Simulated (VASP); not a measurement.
# Mo (P6/mmm) in VASP: a series of runs

Runs on Mo. Level: PBE+D3(BJ). Tasks: single point, relaxation of cell and atoms.

Everything below comes from runs of VASP 6.6.1. Logs are shortened: lines on timing, memory, paths and dates and some standing lists are left out, and cuts for length are marked.

### 1 The structure

It takes space group P6/mmm (No. 191, hexagonal). Conventional cell: a = 2.741 Å, b = 2.741 Å, c = 2.500 Å, α = 90.00°, β = 90.00°, γ = 120.00°. Mo (site symmetry 6/mmm) is surrounded by 8 Mo at 2.50 to 2.74 Å.

This isn't the form of Mo at room conditions, which is bcc.

### 2 Single point, PBE+D3(BJ)

INCAR

```
SYSTEM = Mo
PREC = Accurate ; ENCUT = 520
EDIFF = 1E-6 ; ISMEAR = 0
SIGMA = 0.1 ; LREAL = .FALSE.
LASPH = .TRUE. ; NELM = 100
ALGO = Fast ; ISIF = 2
LWAVE = .FALSE. ; LCHARG = .TRUE.
GGA = PE ; IVDW = 12
LELF = .TRUE. ; LVHAR = .TRUE.
NBANDS = 13
```

KPOINTS

```
regular mesh
0
G
  18 18 16
  0 0 0
```

POSCAR

```
Mo
1.0
    2.7414132135      0.0000000000      0.0000000000
   -1.3707066067      2.3741334851      0.0000000000
    0.0000000000      0.0000000000      2.4997812779
Mo
1
Direct
    0.0000000000      0.0000000000      0.5000000000
```

Potentials or basis: VASP PAW PBE potentials, release 64 (Mo_sv).

Started as:

```sh
$ cat potpaw_PBE.64/Mo_sv/POTCAR > POTCAR
$ mpirun -np 1 vasp_std > vasp.out
```

OUTCAR:

```text
SYSTEM = Mo
   PREC = Accurate
   ENCUT = 520
   EDIFF = 1E-6
   ISMEAR = 0
   LREAL = .FALSE.
   LASPH = .TRUE.
   NELM = 100
   ISIF = 2
   GGA = PE
   IVDW = 12
 IVDW          = 12

 ion  position               nearest neighbor table
   1  0.000  0.000  0.500-

  LATTYP: Found a hexagonal cell.
 ALAT       =     2.7414132135
 C/A-ratio  =     0.9118586230

  Lattice vectors:

 A1 = (   2.7414132135,   0.0000000000,   0.0000000000)
 A2 = (  -1.3707066067,   2.3741334851,   0.0000000000)
 A3 = (   0.0000000000,   0.0000000000,   2.4997812779)

Analysis of symmetry for initial positions (statically):
=====================================================================
 Subroutine PRICEL returns:
 Original cell was already a primitive cell.

 Routine SETGRP: Setting up the symmetry group for a
 hexagonal supercell.

 Subroutine GETGRP returns: Found 24 space group operations
 (whereof 24 operations were pure point group operations)
 out of a pool of 24 trial point group operations.

The static configuration has the point symmetry D_6h.

Analysis of symmetry for dynamics (positions and initial velocities):
=====================================================================
 Subroutine PRICEL returns:
 Original cell was already a primitive cell.

 Routine SETGRP: Setting up the symmetry group for a
 hexagonal supercell.

 Subroutine GETGRP returns: Found 24 space group operations
 (whereof 24 operations were pure point group operations)
 out of a pool of 24 trial point group operations.

The dynamic configuration has the point symmetry D_6h.

 Subroutine INISYM returns: Found 24 space group operations
 (whereof 24 operations are pure point group operations),
 and found     1 'primitive' translations

----------------------------------------------------------------------------------------

                                     Primitive cell

  volume of cell :      16.2698

  direct lattice vectors                    reciprocal lattice vectors
     2.741413214  0.000000000  0.000000000     0.364775363  0.210603154  0.000000000
    -1.370706607  2.374133485  0.000000000     0.000000000  0.421206308  0.000000000
     0.000000000  0.000000000  2.499781278     0.000000000  0.000000000  0.400034999

  length of vectors
     2.741413214  2.741413213  2.499781278     0.421206308  0.421206308  0.400034999

  position of ions in fractional coordinates (direct lattice)
     0.000000000  0.000000000  0.500000000

[... 84 lines left out ...]
   TEBEG  =    0.0;   TEEND  =   0.0 temperature during run
   PSTRESS=    0.0 pullay stress
   NELECT =      14.0000    total number of electrons
   NUPDOWN=      -1.0000    fix difference up-down
   EMIN   =  10.00;   EMAX   =-10.00  energy-range for DOS
   EFERMI =   0.00;   METHOD = LEGACY
   ISMEAR =     0;   SIGMA  =   0.10  broadening in eV -4-tet -1-fermi 0-gaus
   EFERMI_NEDOS =   21; number of points for ismear=-14 and -15
   IALGO  =     68    algorithm
   IMIX   =      4    mixing-type and parameters
     AMIX     =   0.40;   BMIX     =  1.00
     AMIX_MAG =   1.60;   BMIX_MAG =  1.00
  volume/ion in A,a.u.               =      16.27       109.79
  Fermi-wavevector in a.u.,A,eV,Ry     =   1.557126  2.942541 32.989229  2.424640
  Thomas-Fermi vector in A             =   2.660821
   LORBIT       =      0    0 simple, 1 ext, 2 COOP (PROOUT), +10 PAW based schemes
   GGA     = PE    functional components
   LHFCALC =     F    Hartree Fock is set to
   AEXX    =    0.0000 exact exchange contribution
   IVDW    =    12    specifies the selected vdW correction
   LEPSILON=     F    determine dielectric tensor
   LRPA    =     F    only Hartree local field effects (RPA)
 non-spin polarized calculation
 RMM-DIIS sequential band-by-band and
 Gauss-broadening in eV      SIGMA  =   0.10
  energy-cutoff  :      520.00
  volume of cell :       16.27
 maximum number of plane-waves:       454
   NGX = 11   NGY = 11   NGZ =  9

 number of electron      14.0000006 magnetization

 Free energy of the ion-electron system (eV)
  ---------------------------------------------------
  ext. energy  EPLUGINS =         0.00000000
  ---------------------------------------------------
  free energy    TOTEN  =       -10.04494597 eV

  energy without entropy =      -10.03948252  energy(sigma->0) =      -10.04221424

 E-fermi :  11.7834     XC(G=0): -13.0724

 val. band max:       11.7670599432   @ k =   0.0000   0.0000   0.4375
 cond. band min:      11.7842799659   @ k =   0.3333   0.3333   0.3750
 fundamental gap:      0.0172200228
 Fermi energy:        11.7833966775

 k-point     1 :       0.0000    0.0000    0.0000
  band No.  band energies     occupation
      1     -49.2251      2.00000
      2     -22.5053      2.00000
      3     -22.5053      2.00000
      4     -22.2929      2.00000
      5       5.0052      2.00000
      6       7.3455      2.00000
      7      10.8652      2.00000
      8      10.8652      2.00000
      9      16.1292      0.00000
     10      16.1292      0.00000
     11      24.6843      0.00000
     12      28.4202      0.00000
     13      32.3020      0.00000
[... 354 lines left out ...]
  band No.  band energies     occupation
      1     -49.0046      2.00000
      2     -23.7806      2.00000
      3     -22.9153      2.00000
      4     -22.1455      2.00000
      5       7.3551      2.00000
      6       8.4641      2.00000
      7      11.8126      0.67965
      8      13.3167      0.00000
      9      15.2485      0.00000
     10      16.6811      0.00000
     11      21.9144      0.00000
     12      24.3895      0.00000
     13      29.5986      0.00000

 [... further k-points ...]

------------------------ aborting loop because EDIFF is reached ----------------------------------------

 Edisp (eV)   -0.68486

 E8    (eV) :    -0.3224

  FORCE on cell =-STRESS in cart. coord.  units (eV):
  Direction    XX          YY          ZZ          XY          YZ          ZX
  --------------------------------------------------------------------------------------
  -------------------------------------------------------------------------------------
  Total       0.05225     0.05225     0.08723     0.00000     0.00000     0.00000
  in kB       5.14508     5.14508     8.58997     0.00000     0.00000     0.00000
  external pressure =        6.29 kB  Pullay stress =        0.00 kB

 VOLUME and BASIS-vectors are now :
 -----------------------------------------------------------------------------
  energy-cutoff  :      520.00
  volume of cell :       16.27
      direct lattice vectors                 reciprocal lattice vectors
     2.741413214  0.000000000  0.000000000     0.364775363  0.210603154  0.000000000
    -1.370706607  2.374133485  0.000000000     0.000000000  0.421206308  0.000000000
     0.000000000  0.000000000  2.499781278     0.000000000  0.000000000  0.400034999

 POSITION                                       TOTAL-FORCE (eV/Angst)
 -----------------------------------------------------------------------------------
      0.00000      0.00000      1.24989        -0.000000      0.000000      0.000000
 -----------------------------------------------------------------------------------
    total drift:                                0.000000      0.000000     -0.000000

  FREE ENERGIE OF THE ION-ELECTRON SYSTEM (eV)
  ---------------------------------------------------
  free  energy   TOTEN  =       -10.7298011295 eV

  energy  without entropy=      -10.7243376820  energy(sigma->0) =      -10.72706941
```

OSZICAR:

```text
N       E                     dE             d eps       ncg     rms          rms(c)
DAV:   1     0.112358821857E+03    0.11236E+03   -0.91176E+03  8777   0.112E+03
DAV:   2    -0.906254068781E+01   -0.12142E+03   -0.11737E+03  9828   0.332E+02
DAV:   3    -0.104955675412E+02   -0.14330E+01   -0.14298E+01 10093   0.368E+01
DAV:   4    -0.104999290599E+02   -0.43615E-02   -0.43614E-02  9863   0.228E+00
DAV:   5    -0.104999642725E+02   -0.35213E-04   -0.35213E-04 10358   0.173E-01    0.136E+01
RMM:   6    -0.100969511674E+02    0.40301E+00   -0.48677E-01  8666   0.652E+00    0.460E+00
RMM:   7    -0.100468380851E+02    0.50113E-01   -0.14208E-01  8874   0.348E+00    0.701E-01
RMM:   8    -0.100451200843E+02    0.17180E-02   -0.86428E-03  9491   0.101E+00    0.166E-01
RMM:   9    -0.100449556271E+02    0.16446E-03   -0.76317E-04  9735   0.304E-01    0.312E-02
RMM:  10    -0.100449469733E+02    0.86538E-05   -0.15515E-04  9900   0.138E-01    0.219E-02
RMM:  11    -0.100449465467E+02    0.42657E-06   -0.13998E-05  9740   0.466E-02    0.258E-03
RMM:  12    -0.100449459665E+02    0.58025E-06   -0.37930E-06  7112   0.214E-02
   1 F= -.10729801E+02 E0= -.10727069E+02  d E =-.546345E-02
```

stdout:

```text
POSCAR found type information on POSCAR Mo
 POSCAR found :  1 types and       1 ions
 scaLAPACK will be used
 LDA part: xc-table for (Slater+PW92), standard interpolation
 POSCAR, INCAR and KPOINTS ok, starting setup
 FFT: planning ... GRIDC
 FFT: planning ... GRID_SOFT
 FFT: planning ... GRID
 WAVECAR not read
 entering main loop
```

It took 49 s on 1 thread of Intel Xeon Platinum 8259CL at 2.50GHz (Skylake/Cascade Lake), shared host; peak memory 0.18 GiB.

What came out:

```yaml
Free_energy: -10.7298 eV
Pressure: 0.6 GPa
Band_gap_on_the_k_mesh: none (metal or under the smearing width)
Dispersion_energy_per_atom: -0.685 eV
```

Stress tensor (GPa, compression positive):
```
0.51 0.00 0.00
0.00 0.51 0.00
0.00 0.00 0.86
```

Caveat: pairwise dispersion overbinds metals, which lowers pressure and volume.

[end of part 1 of 2]
